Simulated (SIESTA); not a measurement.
PbSe (Clausthalite) under changes of volume

One of the cells (28.671 Å³/atom); the others are scaled copies at fixed shape and fractional positions:

```
Pb Se
1.0
     0.00000    3.06065    3.06065
     3.06065    0.00000    3.06065
     3.06065    3.06065    0.00000
Pb Se
1 1
Direct
  0.00000 0.00000 0.00000
  0.50000 0.50000 0.50000
```

| Item | Value |
| --- | --- |
| Program | SIESTA 5.4.2 |
| Functional | PBE |
| Potentials or basis | PseudoDojo 0.4 standard (PBE files) |
| Basis | TZP (energy shift 0.002 Ry) |
| Grid cutoff | 500 Ry |
| Energy shift | 0.002 Ry |
| k mesh | 8 × 8 × 8 |
| Occupations | fermi-dirac, width 0.05 eV |
| Spin | no spin polarisation |

```csv
volume (Å³/atom),energy over the lowest point (meV/atom),pressure (GPa),gap on the mesh (eV)
26.951,85.34,8.3,0.20
27.524,58.65,6.7,0.27
28.097,37.35,5.2,0.34
28.671,21.34,3.8,0.40
29.244,?,?,?
29.818,3.55,1.5,0.51
30.391,0.00,0.5,0.55
```

Q: What does the run at 29.244 Å³/atom give?

A: Energy over the lowest point 9.87 meV/atom; pressure 2.6 GPa; gap on the mesh 0.45 eV.

Worked out: A Birch-Murnaghan fit of order 3 (a polynomial in V^(-2/3)) to the other rows has its minimum at 30.66 Å³/atom, just outside them, with B0 = V·E''(V) = 47 GPa and B' = 5.0. It gives 10.36 meV/atom at 29.244 Å³/atom, against the run's 9.87, and -dE/dV = 2.5 GPa, against 2.6. A parabola through the other rows of the gap, of slope 2.7 eV per unit of ln V (its deformation potential) there, gives 0.46 eV, against the run's 0.45.

Energies are extrapolated to zero smearing.

Caveats: semicore shells carry a single zeta, which can move pressures by several GPa and volumes by a few percent; spin-orbit coupling is left out, which as a rule narrows the gap of such compounds by several tenths of an eV; the basis of atomic orbitals isn't converged, which shifts pressures, moduli and gaps.

A mesh can miss the band edges.
